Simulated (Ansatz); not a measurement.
**Rolling up C: bending stiffness from tube energies**

Level of theory: Ansatz, DFT PBE, scalar-relativistic, plane waves, PAW.

Cutoff 420 eV, Γ-centred meshes of like density (1×1×31 for the 28-atom cell), Gaussian smearing of 0.05 eV, energies at zero smearing and 0 K, each start's symmetry kept, no spin polarisation.

Tubes are rolled from the relaxed C monolayer (P6/mmm, bond 1.42 Å, gap on the mesh 0.00 eV); atoms and period are relaxed, and energies count from the flat sheet.

The flat sheet has 2.63 Å² an atom. The widest tube, (7,7), ends at a mean diameter of 9.58 Å and 86.1 meV/atom over the sheet.

Take the bending stiffness from it and predict the energy of (7,0) (diameter 5.59 Å).

A thin elastic sheet bent to radius ρ stores D/2ρ² per area, so E = 2DS/d² per atom. The widest tube gives D = E d²/2S = 0.0861 × 9.58² / (2 × 2.63) = 1.50 eV. Then
| tube | d (Å) | 2DS/d² (meV/atom) | computed (meV/atom) | gap on mesh (eV) |
| --- | --- | --- | --- | --- |
| (7,7) | 9.58 | 86.1 | 86.1 | 0.08 |
| (7,0) | 5.59 | 253.0 | 259.7 | 0.20 |

The computed energies fall as d^-2.0. With the diameters of the rolled, unrelaxed sheet (9.52, 5.50 Å) the law would give 258.0 meV/atom, so the choice of diameter matters in narrow tubes. The 1/d² law holds within a tenth, so even these narrow tubes bend like a continuum sheet. Armchair carbon tubes are metals whose bands cross between mesh points, so their small gap on the mesh isn't real. The flat sheet's gap on its mesh is 0.00 eV.

An odd mesh misses points on the zone edge, so a gap read on it can be too wide.

Gaps under about 0.2 eV rest on few k points and may close between them.

Cost: 2 runs of about 23 core-minutes in all, on Intel Xeon Platinum 8259CL (Skylake/Cascade Lake) (shared hosts).